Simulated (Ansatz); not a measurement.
## Cu in Ansatz: the effect of functional

The system is Cu.

```xyz
1
Lattice="0.0000 1.7954 1.7954 1.7954 0.0000 1.7954 1.7954 1.7954 0.0000" Properties=species:S:1:pos:R:3 pbc="T T T"
Cu    0.0000    0.0000    0.0000
```

The cell isn't the ideal one: volume scaled by 0.98.

Alike in all runs:

| Property | Result |
| --- | --- |
| Program | Ansatz 0.2.0 |
| Task | single point |
| Potentials or basis | Ansatz PAW |
| k mesh | 13 × 13 × 13 |
| Occupations | fermi-dirac, width 0.05 eV |
| Spin | no spin polarisation |

Question: One run gave: pressure -10.0 GPa. Which functional did it use?
A. PBE
B. r2SCAN
C. LDA

Answer: C.

```csv
functional,cutoff,pressure (GPa)
LDA,420 eV (not typed: the program's choice for these potentials),-10.0
r2SCAN,500 eV (not typed: the program's choice for these potentials),-2.0
PBE,420 eV (not typed: the program's choice for these potentials),4.9
```

Caveats: the PAW data sets come from PBE, with cores solved anew for the run's functional, which leaves a small shift of forces and pressure (some runs).
